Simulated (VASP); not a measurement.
# B2P (R-3m) in VASP: further runs

One crystal, B2P, is run at these levels: PBE; tasks: relaxation of the atoms.

Everything below comes from runs of VASP 6.6.1. Logs are shortened: lines on timing, memory, paths and dates and some standing lists are left out, and cuts for length are marked.

## Step 1: The undisturbed crystal

The structure is trigonal, space group R-3m (No. 166). Conventional cell: a = 3.030 Å, b = 3.030 Å, c = 11.775 Å, α = 90.00°, β = 90.00°, γ = 120.00°. B (site symmetry 3m) has 1 B at 1.66 Å as nearest neighbours. P (site symmetry -3m) is surrounded by 6 B at 2.08 Å.

The cell was built by a generator and needn't be a form met in nature.

## Step 2: Relaxation of the atoms, PBE, 9.59 Å³/atom (strain = -0.04)

INCAR reads:

```
ALGO = Normal
EDIFF = 1E-6
EDIFFG = -0.02
ENCUT = 520
GGA = PE
IBRION = 2
ISIF = 2
ISMEAR = -1
LASPH = True
LCHARG = False
LREAL = False
LWAVE = False
NELM = 100
NSW = 60
PREC = Accurate
SIGMA = 0.05
```

KPOINTS reads:

```
k-points
0
Gamma
  10 10 10
```

POSCAR reads:

```
B2P
1.0
    1.4545152000      0.8397600000      3.9248800000
   -1.4545152000      0.8397600000      3.9248800000
    0.0000000000     -1.6795200000      3.9248800000
B P
2 1
Direct
    0.4293400000      0.4293400000      0.4293400000
    0.5706600000      0.5706600000      0.5706600000
    0.0000000000      0.0000000000      0.0000000000
```

Potentials or basis: VASP PAW PBE potentials, release 64 (B, P).

Started as:

```
> cat potpaw_PBE.64/B/POTCAR potpaw_PBE.64/P/POTCAR > POTCAR
> mpirun -np 1 vasp_std > vasp.out
```

OUTCAR:

```text
EDIFF = 1E-6
   EDIFFG = -0.02
   ENCUT = 520
   GGA = PE
   IBRION = 2
   ISIF = 2
   ISMEAR = -1
   LASPH = True
   LREAL = False
   NELM = 100
   NSW = 60
   PREC = Accurate

 ion  position               nearest neighbor table
   1  0.429  0.429  0.429-   2 1.66   3 2.02   3 2.02   3 2.02
   2  0.571  0.571  0.571-   1 1.66   3 2.02   3 2.02   3 2.02
   3  0.000  0.000  0.000-   2 2.02   1 2.02   2 2.02   2 2.02   1 2.02   1 2.02

  LATTYP: Found a trigonal (rhomboedric) cell.
 ALAT       =     4.2691327385
 COS(alpha) =     0.7678401005

  Lattice vectors:

 A1 = (   1.4545152000,   0.8397600000,   3.9248800000)
 A2 = (  -1.4545152000,   0.8397600000,   3.9248800000)
 A3 = (   0.0000000000,  -1.6795200000,   3.9248800000)

Analysis of symmetry for initial positions (statically):
=====================================================================
 Subroutine PRICEL returns:
 Original cell was already a primitive cell.

 Routine SETGRP: Setting up the symmetry group for a
 trigonal (rhombohedral) supercell.

 Subroutine GETGRP returns: Found 12 space group operations
 (whereof 12 operations were pure point group operations)
 out of a pool of 12 trial point group operations.

The static configuration has the point symmetry D_3d.

Analysis of symmetry for dynamics (positions and initial velocities):
=====================================================================
 Subroutine PRICEL returns:
 Original cell was already a primitive cell.

 Routine SETGRP: Setting up the symmetry group for a
 trigonal (rhombohedral) supercell.

 Subroutine GETGRP returns: Found 12 space group operations
 (whereof 12 operations were pure point group operations)
 out of a pool of 12 trial point group operations.

The dynamic configuration has the point symmetry D_3d.

 Subroutine INISYM returns: Found 12 space group operations
 (whereof 12 operations are pure point group operations),
 and found     1 'primitive' translations

----------------------------------------------------------------------------------------

                                     Primitive cell

  volume of cell :      28.7641

  direct lattice vectors                    reciprocal lattice vectors
     1.454515200  0.839760000  3.924880000     0.343757150  0.198469404  0.084928287
    -1.454515200  0.839760000  3.924880000    -0.343757150  0.198469404  0.084928287
     0.000000000 -1.679520000  3.924880000     0.000000000 -0.396938808  0.084928287

  length of vectors
     4.269132739  4.269132739  4.269129940     0.405921047  0.405921047  0.405922691

  position of ions in fractional coordinates (direct lattice)
     0.429340000  0.429340000  0.429340000
     0.570660000  0.570660000  0.570660000
     0.000000000  0.000000000  0.000000000

  ion indices of the primitive-cell ions
   primitive index   ion index
                 1           1
                 2           2
                 3           3

----------------------------------------------------------------------------------------

 KPOINTS: k-points

Automatic generation of k-mesh.
 Grid dimensions read from file:
 generate k-points for:   10   10   10

 Generating k-lattice:

  Cartesian coordinates                     Fractional coordinates (reciprocal lattice)
     0.034375715  0.019846940  0.008492829     0.100000000 -0.000000000  0.000000000
    -0.034375715  0.019846940  0.008492829    -0.000000000  0.100000000  0.000000000
     0.000000000 -0.039693881  0.008492829     0.000000000  0.000000000  0.100000000

  Length of vectors
     0.040592105  0.040592105  0.040592269

  Shift w.r.t. Gamma in fractional coordinates (k-lattice)
     0.000000000  0.000000000  0.000000000

 Subroutine IBZKPT returns following result:
 ===========================================

 Found    116 irreducible k-points:

 Following reciprocal coordinates:
            Coordinates               Weight
  0.000000  0.000000  0.000000      1.000000
  0.100000  0.000000  0.000000      6.000000
  0.200000  0.000000  0.000000      6.000000
  0.300000 -0.000000  0.000000      6.000000
  0.400000 -0.000000  0.000000      6.000000
  0.500000 -0.000000  0.000000      3.000000
[... 16 lines left out ...]
  0.300000  0.300000  0.000000      6.000000
  0.400000  0.300000 -0.000000     12.000000
 [... further k-points ...]
   k-points           NKPTS =    116   k-points in BZ     NKDIM =    116   number of bands    NBANDS=      9
   number of dos      NEDOS =    301   number of ions     NIONS =      3
   total plane-waves  NPLWV =  32768
   dimension x,y,z NGX =    32 NGY =   32 NGZ =   32
   dimension x,y,z NGXF=    64 NGYF=   64 NGZF=   64
   ions per type =               2   1
   NGX,Y,Z   is equivalent  to a cutoff of  12.46, 12.46, 12.46 a.u.
   NGXF,Y,Z  is equivalent  to a cutoff of  24.92, 24.92, 24.92 a.u.
 SYSTEM =  unknown system
   PREC   = accura    normal or accurate (medium, high low for compatibility)
   ISTART =      0    job   : 0-new  1-cont  2-samecut
   ICHARG =      2    charge: 1-file 2-atom 10-const
   ISPIN  =      1    spin polarized calculation?
   LNONCOLLINEAR =      F non collinear calculations
   LSORBIT =      F    spin-orbit coupling
   LASPH  =      T    aspherical Exc in radial PAW
   ENCUT  =  520.0 eV  38.22 Ry    6.18 a.u.   7.94  7.94  7.94*2*pi/ulx,y,z
   NELM   =    100;   NELMIN=  2; NELMDL= -5     # of ELM steps
   EDIFF  = 0.1E-05   stopping-criterion for ELM
   LREAL  =      F    real-space projection
   EDIFFG = -.2E-01   stopping-criterion for IOM
   NSW    =     60    number of steps for IOM
   IBRION =      2    ionic relax: 0-MD 1-quasi-New 2-CG
   NFREE  =      1    steps in history (QN), initial steepest desc. (CG)
   ISIF   =      2    stress and relaxation
   ISYM   =      2    0-nonsym 1-usesym 2-fastsym
   POTIM  = 0.5000    time-step for ionic-motion
   TEBEG  =    0.0;   TEEND  =   0.0 temperature during run
   PSTRESS=    0.0 pullay stress
   NELECT =      11.0000    total number of electrons
   NUPDOWN=      -1.0000    fix difference up-down
   EMIN   =  10.00;   EMAX   =-10.00  energy-range for DOS
   EFERMI =   0.00;   METHOD = LEGACY
   ISMEAR =    -1;   SIGMA  =   0.05  broadening in eV -4-tet -1-fermi 0-gaus
   EFERMI_NEDOS =   21; number of points for ismear=-14 and -15
   IALGO  =     38    algorithm
   IMIX   =      4    mixing-type and parameters
     AMIX     =   0.40;   BMIX     =  1.00
     AMIX_MAG =   1.60;   BMIX_MAG =  1.00
  volume/ion in A,a.u.               =       9.59        64.70
  Fermi-wavevector in a.u.,A,eV,Ry     =   1.188289  2.245540 19.211841  1.412030
  Thomas-Fermi vector in A             =   2.324422
   LORBIT       =      0    0 simple, 1 ext, 2 COOP (PROOUT), +10 PAW based schemes
   GGA     = PE    functional components
   LHFCALC =     F    Hartree Fock is set to
   AEXX    =    0.0000 exact exchange contribution
   IVDW    =     0    specifies the selected vdW correction
   LEPSILON=     F    determine dielectric tensor
   LRPA    =     F    only Hartree local field effects (RPA)
 conjugate gradient relaxation of ions
 non-spin polarized calculation
  energy-cutoff  :      520.00
  volume of cell :       28.76
 maximum number of plane-waves:       794
   NGX = 15   NGY = 15   NGZ = 15

--------------------------------------- Ionic step        1  -------------------------------------------

 number of electron      11.0000000 magnetization

 Free energy of the ion-electron system (eV)
  ---------------------------------------------------
  ext. energy  EPLUGINS =         0.00000000
  ---------------------------------------------------
  free energy    TOTEN  =       -16.78833627 eV

  energy without entropy =      -16.78062355  energy(sigma->0) =      -16.78447991

------------------------ aborting loop because EDIFF is reached ----------------------------------------

  FORCE on cell =-STRESS in cart. coord.  units (eV):
  Direction    XX          YY          ZZ          XY          YZ          ZX
  --------------------------------------------------------------------------------------
  -------------------------------------------------------------------------------------
  Total        2.6232629      2.6232333      1.5310129      0.0000000      0.0000000      0.0000000
  in kB      146.1171936    146.1155433     85.2782620      0.0000000      0.0000000      0.0000000
  external PRESSURE =     125.8369997 kB  Pullay stress =       0.0000000 kB
[... 59 lines left out ...]
  energy  without entropy=      -16.7764586319  energy(sigma->0) =      -16.78077633

--------------------------------------- Ionic step        3  -------------------------------------------

 number of electron      11.0000000 magnetization

 Free energy of the ion-electron system (eV)
  ---------------------------------------------------
  ext. energy  EPLUGINS =         0.00000000
  ---------------------------------------------------
  free energy    TOTEN  =       -16.79932351 eV

  energy without entropy =      -16.79112051  energy(sigma->0) =      -16.79522201

 E-fermi :   7.7595     XC(G=0): -11.5193

 val. band max:        7.7498363157   @ k =   0.3000   0.3000   0.2000
 cond. band min:       7.7719157095   @ k =  -0.1000   0.5000   0.1000
 fundamental gap:      0.0220793938
 Fermi energy:         7.7594885734

 k-point     1 :       0.0000    0.0000    0.0000
  band No.  band energies     occupation
      1      -8.6755      2.00000
      2       0.4939      2.00000
      3       0.7636      2.00000
      4       8.4932      0.00000
      5       8.4932      0.00000
      6      11.3752      0.00000
      7      11.3753      0.00000
      8      14.5019      0.00000
      9      14.5020      0.00000
[... 265 lines left out ...]
 k-point    24 :       0.4000    0.3000   -0.0000
  band No.  band energies     occupation
      1      -5.7553      2.00000
      2       0.1089      2.00000
      3       0.9631      2.00000
      4       3.4751      2.00000
      5       4.2082      2.00000
      6       7.1984      1.99997
      7      10.9168      0.00000
      8      12.6906      0.00000
      9      15.0803      0.00000

 [... further k-points ...]
[... 5 lines left out ...]
  --------------------------------------------------------------------------------------
  -------------------------------------------------------------------------------------
  Total        2.3217656      2.3217393      2.0374037      0.0000000     -0.0000000      0.0000000
  in kB      129.3236235    129.3221629    113.4845133      0.0000000     -0.0000000      0.0000000
  external PRESSURE =     124.0434332 kB  Pullay stress =       0.0000000 kB
[... 18 lines left out ...]
  FREE ENERGIE OF THE ION-ELECTRON SYSTEM (eV)
  ---------------------------------------------------
  free  energy   TOTEN  =       -16.7993235127 eV

  energy  without entropy=      -16.7911205117  energy(sigma->0) =      -16.79522201

 reached required accuracy - stopping structural energy minimisation
```

It took 62 s on 1 thread of Intel Xeon Platinum 8259CL at 2.50GHz (Skylake/Cascade Lake), shared host; peak memory 0.19 GiB.

What came out:

```
Free energy               : -16.7993 eV
Energy gained by relaxing : 3.7 meV/atom
Ionic steps               : 3
Pressure after relaxing   : 12.4 GPa
Band gap on the k mesh    : none (metal or under the smearing width)
```

## Step 3: Relaxation of the atoms, PBE, 9.99 Å³/atom (strain = -0.02)

INCAR is that of step 2.

KPOINTS is that of step 2.

POSCAR reads:

```
B2P
1.0
    1.4848176000      0.8572550000      3.9248800000
   -1.4848176000      0.8572550000      3.9248800000
    0.0000000000     -1.7145100000      3.9248800000
B P
2 1
Direct
    0.4293400000      0.4293400000      0.4293400000
    0.5706600000      0.5706600000      0.5706600000
    0.0000000000      0.0000000000      0.0000000000
```

Potentials or basis: VASP PAW PBE potentials, release 64 (B, P).

Started as:

```
> cat potpaw_PBE.64/B/POTCAR potpaw_PBE.64/P/POTCAR > POTCAR
> mpirun -np 1 vasp_std > vasp.out
```

Run time: 58 s. Hardware: 1 thread of Intel Xeon Platinum 8259CL at 2.50GHz (Skylake/Cascade Lake), shared host; peak memory 0.19 GiB.

It converged, with:

```yaml
Free_energy: -16.8706 eV
Energy_gained_by_relaxing: 1.1 meV/atom
Ionic_steps: 3
Pressure_after_relaxing: 5.5 GPa
Band_gap_on_the_k_mesh: none (metal or under the smearing width)
```

## Step 4: For comparison

An earlier run on the cell as given: functional PBE; potentials or basis VASP PAW PBE potentials, release 64 (B, P); cutoff 520 eV; k mesh 10 × 10 × 10; occupations fermi-dirac, width 0.05 eV; no spin polarisation.

* Pressure: -0.4 GPa
* Largest force: 0.078 eV/Å
* Band gap on the k mesh: none (metal or under the smearing width)
